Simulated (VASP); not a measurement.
# TePt (R-3m) in VASP: notebook, part 2 of 2

VASP 6.6.1.

## 4. Relaxation of cell and atoms, rev-vdW-DF2

Input file INCAR:

```
SYSTEM = TePt
  AGGAC = 0.0
  ALGO = Normal
  EDIFF = 1E-6
  EDIFFG = -0.01
  ENCUT = 600
  GGA = MK
  IBRION = 2
  ISIF = 3
  ISMEAR = 1
  KPAR = 2
  LASPH = .TRUE.
  LCHARG = .FALSE.
  LREAL = .FALSE.
  LUSE_VDW = .TRUE.
  LWAVE = .FALSE.
  NELM = 80
  NSW = 90
  PARAM1 = 0.1234
  PARAM2 = 0.711357
  PREC = Accurate
  SIGMA = 0.1
  ZAB_VDW = -1.8867
```

Input file KPOINTS:

```
k-points
0
G
  12 12 11
  0 0 0
```

Input file POSCAR:

```
TePt
1.0
    1.9815661262      1.1440577364      6.6610334788
   -1.9815661262      1.1440577364      6.6610334788
    0.0000000000     -2.2881154728      6.6610334788
Te Pt
2 2
Direct
    0.5980000000      0.5980000000      0.5980000000
    0.4020000000      0.4020000000      0.4020000000
    0.8703333333      0.8703333333      0.8703333333
    0.1296666667      0.1296666667      0.1296666667
```

Potentials or basis: VASP PAW PBE potentials, release 64 (Te, Pt).

Launch:

```
$ cat potpaw_PBE.64/Te/POTCAR potpaw_PBE.64/Pt/POTCAR > POTCAR
$ mpirun -np 2 vasp_std > vasp.out
```

OUTCAR:

```text
SYSTEM = TePt
   EDIFF = 1E-6
   EDIFFG = -0.01
   ENCUT = 600
   GGA = MK
   IBRION = 2
   ISIF = 3
   ISMEAR = 1
   LASPH = .TRUE.
   LREAL = .FALSE.
   NELM = 80
   NSW = 90
   PREC = Accurate

 ion  position               nearest neighbor table
   1  0.598  0.598  0.598-   3 2.59   3 2.59   3 2.59   4 3.54   4 3.54   4 3.54   2 3.57   2 3.57
                             2 3.57
   2  0.402  0.402  0.402-   4 2.59   4 2.59   4 2.59   3 3.54   3 3.54   3 3.54   1 3.57   1 3.57
                             1 3.57
   3  0.870  0.870  0.870-   1 2.59   1 2.59   1 2.59   4 2.72   4 2.72   4 2.72   2 3.54   2 3.54
                             2 3.54
   4  0.130  0.130  0.130-   2 2.59   2 2.59   2 2.59   3 2.72   3 2.72   3 2.72   1 3.54   1 3.54
                             1 3.54

  LATTYP: Found a trigonal (rhomboedric) cell.
 ALAT       =     7.0430703122
 COS(alpha) =     0.8416846276

  Lattice vectors:

 A1 = (   1.9815661262,   1.1440577364,   6.6610334788)
 A2 = (  -1.9815661262,   1.1440577364,   6.6610334788)
 A3 = (   0.0000000000,  -2.2881154728,   6.6610334788)

Analysis of symmetry for initial positions (statically):
[... 201 lines left out ...]
  free energy    TOTEN  =       -12.33479584 eV

  energy without entropy =      -12.33469853  energy(sigma->0) =      -12.33476340

------------------------ aborting loop because EDIFF is reached ----------------------------------------

  FORCE on cell =-STRESS in cart. coord.  units (eV):
  Direction    XX          YY          ZZ          XY          YZ          ZX
  --------------------------------------------------------------------------------------
  -------------------------------------------------------------------------------------
  Total        1.9841567      1.9841567      1.5344190      0.0000000      0.0000000      0.0000000
  in kB       35.0862668     35.0862668     27.1334599      0.0000000      0.0000000      0.0000000
  external PRESSURE =      32.4353311 kB  Pullay stress =       0.0000000 kB
[... 267 lines left out ...]
--------------------------------------- Ionic step        8  -------------------------------------------

 number of electron      32.0000001 magnetization

 Free energy of the ion-electron system (eV)
  ---------------------------------------------------
  ext. energy  EPLUGINS =         0.00000000
  ---------------------------------------------------
  free energy    TOTEN  =       -12.36062874 eV

  energy without entropy =      -12.36065052  energy(sigma->0) =      -12.36063600

 E-fermi :   7.9992     XC(G=0): -10.8319

 val. band max:        7.9949008326   @ k =   0.4167   0.4167   0.2727
 cond. band min:       8.0026920717   @ k =   0.0833   0.0833   0.3636
 fundamental gap:      0.0077912391
 Fermi energy:         7.9992489996

 k-point     1 :       0.0000    0.0000    0.0000
  band No.  band energies     occupation
      1      -5.1439      2.00000
      2      -3.6543      2.00000
      3       1.3685      2.00000
      4       2.7131      2.00000
      5       2.7131      2.00000
      6       3.3911      2.00000
[... 541 lines left out ...]
     19      10.6528      0.00000
     20      13.0934      0.00000

 [... further k-points ...]
[... 5 lines left out ...]
  --------------------------------------------------------------------------------------
  -------------------------------------------------------------------------------------
  Total       -0.0290853     -0.0290853      0.0181589      0.0000000     -0.0000000      0.0000000
  in kB       -0.5030737     -0.5030737      0.3140845      0.0000000     -0.0000000      0.0000000
  external PRESSURE =      -0.2306876 kB  Pullay stress =       0.0000000 kB
[... 23 lines left out ...]
  energy  without entropy=      -12.3606505181  energy(sigma->0) =      -12.36063600

Total vdW correction in eV:      4.8298089

 reached required accuracy - stopping structural energy minimisation
```

CONTCAR:

```text
TePt
   1.00000000000000
     1.9958093134790900    1.1522810444101605    6.7131124980599060
    -1.9958093134790900    1.1522810444101605    6.7131124980599060
     0.0000000000000000   -2.3045620888203211    6.7131124980599060
  Te              Pt
     2     2
Direct
     0.5984974720285158    0.5984974720285158    0.5984974720285158
     0.4015025279714842    0.4015025279714842    0.4015025279714842
     0.8697432350465046    0.8697432350465046    0.8697432350465046
     0.1302567649534953    0.1302567649534953    0.1302567649534953

  0.00000000E+00  0.00000000E+00  0.00000000E+00
  0.00000000E+00  0.00000000E+00  0.00000000E+00
  0.00000000E+00  0.00000000E+00  0.00000000E+00
  0.00000000E+00  0.00000000E+00  0.00000000E+00
```

Wall time 1.7 h (2 MPI ranks of Intel Xeon Platinum 8488C (Sapphire Rapids), shared host); peak memory 2 GiB.

What came out:

```
Free energy                            : -12.3606 eV
Relaxed volume                         : 23.16 Å³/atom
Relaxed cell                           : a = 7.098 Å, b = 7.098 Å, c = 7.098 Å, α = 32.66°, β = 32.66°, γ = 32.66°
Space group after relaxing (to 0.05 Å) : R-3m (No. 166)
Energy gained by relaxing              : 6.5 meV/atom
Ionic steps                            : 8
Pressure after relaxing                : 0.0 GPa
Largest force after relaxing           : 0.009 eV/Å
Band gap on the k mesh                 : none (metal or under the smearing width)
```

Forces in eV/Å, atoms in the order of the input:
```
Te   0.000  0.000 -0.009
Te   0.000  0.000  0.009
Pt   0.000  0.000  0.003
Pt   0.000  0.000 -0.003
```

Stress tensor (GPa, compression positive):
```
-0.05  0.00  0.00
 0.00 -0.05  0.00
 0.00  0.00  0.03
```

Step by step:
```tsv
step	energy change (eV)	largest force (eV/Å)	pressure (GPa)	volume (Å³)
1	0.0000	0.3985	3.24	90.60
2	0.0516	0.5193	-5.17	96.75
3	-0.0246	0.1178	-0.14	92.75
4	-0.0246	0.1189	-0.10	92.71
5	-0.0257	0.0415	0.02	92.61
6	-0.0258	0.0039	0.05	92.56
7	-0.0258	0.0016	0.04	92.56
8	-0.0258	0.0093	-0.02	92.63
```

Final structure:
```
Te Pt
1.0
     1.99581    1.15228    6.71311
    -1.99581    1.15228    6.71311
     0.00000   -2.30456    6.71311
Te Pt
2 2
Direct
  0.59850 0.59850 0.59850
  0.40150 0.40150 0.40150
  0.86974 0.86974 0.86974
  0.13026 0.13026 0.13026
```

Levels at points of the mesh, in eV from the Fermi level:
| k point | band 12 | band 13 | band 14 | band 15 | band 16 | band 17 | band 18 | band 19 | band 20 |
| --- | --- | --- | --- | --- | --- | --- | --- | --- | --- |
| (0.00, 0.00, 0.00) | -1.84 | -1.66 | 0.63 | 0.63 | 0.77 | 1.15 | 2.74 | 2.74 | 4.62 |
| (0.50, 0.00, 0.00) | -2.41 | -2.38 | -1.90 | -1.73 | -0.95 | 0.35 | 1.30 | 1.95 | 3.69 |
| (0.50, 0.50, 0.00) | -2.37 | -2.34 | -1.69 | -1.65 | -1.28 | -1.13 | 2.47 | 3.75 | 4.76 |

Caveat: the PAW data sets were made with another functional, which shifts forces and pressure a little.

## 5. Relaxation of cell and atoms, rev-vdW-DF2

This run uses another cell than the first one, of 23.16 Å³/atom, 1.022 times its volume.

INCAR: that of step 4 with these lines changed.

```diff
@@ -3,4 +3,4 @@
   ALGO = Normal
-  EDIFF = 1E-6
-  EDIFFG = -0.01
+  EDIFF = 1E-7
+  EDIFFG = -0.005
   ENCUT = 600
```

KPOINTS is that of step 4.

Input file POSCAR:

```
TePt                                    
1.0
    1.9958093135      1.1522810444      6.7131124981
   -1.9958093135      1.1522810444      6.7131124981
    0.0000000000     -2.3045620888      6.7131124981
  Te              Pt            
     2     2
Direct
     0.5984974720285158    0.5984974720285158    0.5984974720285158
     0.4015025279714842    0.4015025279714842    0.4015025279714842
     0.8697432350465046    0.8697432350465046    0.8697432350465046
     0.1302567649534953    0.1302567649534953    0.1302567649534953
```

Potentials or basis: VASP PAW PBE potentials, release 64 (Te, Pt).

Launch:

```
$ cat potpaw_PBE.64/Te/POTCAR potpaw_PBE.64/Pt/POTCAR > POTCAR
$ mpirun -np 2 vasp_std > vasp.out
```

OUTCAR:

```text
SYSTEM = TePt
   EDIFF = 1E-7
   EDIFFG = -0.005
   ENCUT = 600
   GGA = MK
   IBRION = 2
   ISIF = 3
   ISMEAR = 1
   LASPH = .TRUE.
   LREAL = .FALSE.
   NELM = 80
   NSW = 90
   PREC = Accurate

 ion  position               nearest neighbor table
   1  0.598  0.598  0.598-   3 2.62   3 2.62   3 2.62   4 3.56   4 3.56   4 3.56   2 3.58   2 3.58
                             2 3.58
   2  0.402  0.402  0.402-   4 2.62   4 2.62   4 2.62   3 3.56   3 3.56   3 3.56   1 3.58   1 3.58
                             1 3.58
   3  0.870  0.870  0.870-   1 2.62   1 2.62   1 2.62   4 2.73   4 2.73   4 2.73   2 3.56   2 3.56
                             2 3.56
   4  0.130  0.130  0.130-   2 2.62   2 2.62   2 2.62   3 2.73   3 2.73   3 2.73   1 3.56   1 3.56
                             1 3.56

  LATTYP: Found a trigonal (rhomboedric) cell.
 ALAT       =     7.0976676333
 COS(alpha) =     0.8418618082
[... 531 lines left out ...]

 number of electron      32.0000000 magnetization

 Free energy of the ion-electron system (eV)
  ---------------------------------------------------
  ext. energy  EPLUGINS =         0.00000000
  ---------------------------------------------------
  free energy    TOTEN  =       -12.36087216 eV

  energy without entropy =      -12.36088635  energy(sigma->0) =      -12.36087689

 E-fermi :   7.9917     XC(G=0): -10.8281

 val. band max:        7.9889645554   @ k =   0.4167   0.4167   0.2727
 cond. band min:       7.9986346757   @ k =   0.4167   0.2500   0.3636
 fundamental gap:      0.0096701204
 Fermi energy:         7.9916516417

 k-point     1 :       0.0000    0.0000    0.0000
  band No.  band energies     occupation
      1      -5.1489      2.00000
      2      -3.6693      2.00000
      3       1.3635      2.00000
      4       2.7055      2.00000
      5       2.7055      2.00000
      6       3.3848      2.00000
[... 541 lines left out ...]
     19      10.6370      0.00000
     20      13.0867      0.00000

 [... further k-points ...]
[... 5 lines left out ...]
  --------------------------------------------------------------------------------------
  -------------------------------------------------------------------------------------
  Total       -0.0081724     -0.0081724     -0.0090468      0.0000000     -0.0000000      0.0000000
  in kB       -0.1412680     -0.1412680     -0.1563836      0.0000000     -0.0000000      0.0000000
  external PRESSURE =      -0.1463066 kB  Pullay stress =       0.0000000 kB
[... 23 lines left out ...]
  energy  without entropy=      -12.3608863472  energy(sigma->0) =      -12.36087689

Total vdW correction in eV:      4.8314582

 reached required accuracy - stopping structural energy minimisation
```

Wall time 1.8 h (2 MPI ranks of Intel Xeon Platinum 8488C (Sapphire Rapids), shared host); peak memory 2.2 GiB.

What came out:

| Quantity | Value |
| --- | --- |
| Free energy | -12.3609 eV |
| Relaxed volume | 23.17 Å³/atom |
| Relaxed cell | a = 7.106 Å, b = 7.106 Å, c = 7.106 Å, α = 32.61°, β = 32.61°, γ = 32.61° |
| Space group after relaxing (to 0.05 Å) | R-3m (No. 166) |
| Energy gained by relaxing | 0.0 meV/atom |
| Ionic steps | 9 |
| Pressure after relaxing | 0.0 GPa |
| Largest force after relaxing | 0.005 eV/Å |
| Band gap on the k mesh | none (metal or under the smearing width) |

Forces in eV/Å, atoms in the order of the input:
```
Te   0.000  0.000 -0.004
Te   0.000  0.000  0.004
Pt   0.000  0.000 -0.005
Pt   0.000  0.000  0.005
```

Final structure:
```cif
data_structure
_symmetry_space_group_name_H-M 'P 1'
_symmetry_Int_Tables_number 1
_cell_length_a 7.1064
_cell_length_b 7.1064
_cell_length_c 7.1064
_cell_angle_alpha 32.608
_cell_angle_beta 32.608
_cell_angle_gamma 32.608
_cell_volume 92.69
loop_
_atom_site_label
_atom_site_type_symbol
_atom_site_fract_x
_atom_site_fract_y
_atom_site_fract_z
_atom_site_occupancy
Te1 Te 0.59844 0.59844 0.59844 1
Te2 Te 0.40156 0.40156 0.40156 1
Pt1 Pt 0.86975 0.86975 0.86975 1
Pt2 Pt 0.13025 0.13025 0.13025 1
```

Caveat: the PAW data sets were made with another functional, which shifts forces and pressure a little.
